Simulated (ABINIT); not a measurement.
The system is BaTiO3.

```
Ba Ti O
1.0
     3.99980    0.00000    0.00000
     0.00000    3.99980    0.00000
     0.00000    0.00000    4.01800
Ba Ti O
1 1 3
Direct
  0.00000 0.00000 0.00000
  0.50000 0.50000 0.49000
  0.00000 0.50000 0.51700
  0.50000 0.00000 0.51700
  0.50000 0.50000 0.01900
```

Program: ABINIT 10.8.3 (patched build). Alike in all runs: task band structure; no spin polarisation; cell as given; k mesh 7 × 7 × 7; smearing fermi-dirac 0.05 eV.

Problem. Order these runs on this cell by their pressure, lowest first.
A. level LDA; potentials or basis JTH PAW LDA v2.0; cutoff (eV) 626; fine-grid cutoff 1224.51 eV
B. level r2SCAN; potentials or basis JTH PAW PBE v2.0; cutoff (eV) 762; fine-grid cutoff 1360.57 eV
C. level PBEsol; potentials or basis JTH PAW PBE v2.0; cutoff (eV) 626; fine-grid cutoff 1224.51 eV

Solution. A (-7.4 GPa), C (-2.5 GPa), B (0.6 GPa).

Caveats: this set's barium file shifts pressures by 1.5 GPa and gaps by 0.1 eV against other sets; the atomic spheres overlap; the PAW data sets were made with another functional, which shifts forces and pressure a little (some runs).
